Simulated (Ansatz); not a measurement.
The system is GaSb.

```
Sb Ga
1.0
     0.00000    3.05900    3.05900
     3.05900    0.00000    3.05900
     3.05900    3.05900    0.00000
Sb Ga
1 1
Direct
  0.75000 0.75000 0.75000
  0.00000 0.00000 0.00000
```

| Item | Value |
| --- | --- |
| Program | Ansatz 0.2.0 |
| Task | relaxation of cell and atoms |
| Functional | PBEsol |
| Dispersion | D3(BJ) |
| Potentials or basis | Ansatz PAW |
| Cutoff | 420 eV (not typed: the program's choice for these potentials) |
| k mesh | 8 × 8 × 8 |
| Occupations | fermi-dirac, width 0.05 eV |
| Spin | no spin polarisation |

At the start: volume 28.62 Å³/atom.

Q: How do energy, volume and symmetry change on relaxing?

A: It ends after 5 steps and the volume is 27.56 Å³/atom (-3.7 %); space group F-43m (No. 216, to 0.05 Å).

Step by step:
```tsv
step	energy change (eV)	largest force (eV/Å)	volume (Å³)
1	0.0000	0.0000	57.25
2	-0.0125	0.0000	54.44
3	-0.0138	0.0000	55.17
4	-0.0139	0.0000	55.11
5	-0.0134	0.0000	55.11
```

Final structure:
```yaml
crystal:
  lattice:
    - [0.00000, 3.02047, 3.02047]
    - [3.02047, 0.00000, 3.02047]
    - [3.02047, 3.02047, 0.00000]
  atoms:
    - { symbol: Sb, position: [0.75000, 0.75000, 0.75000] }
    - { symbol: Ga, position: [0.00000, 0.00000, 0.00000] }
```

Caveat: the plane-wave basis is chosen anew once the cell has moved, so the energies of steps on either side of that aren't comparable; the PAW data sets come from PBE, with cores solved anew for the run's functional, which leaves a small shift of forces and pressure.
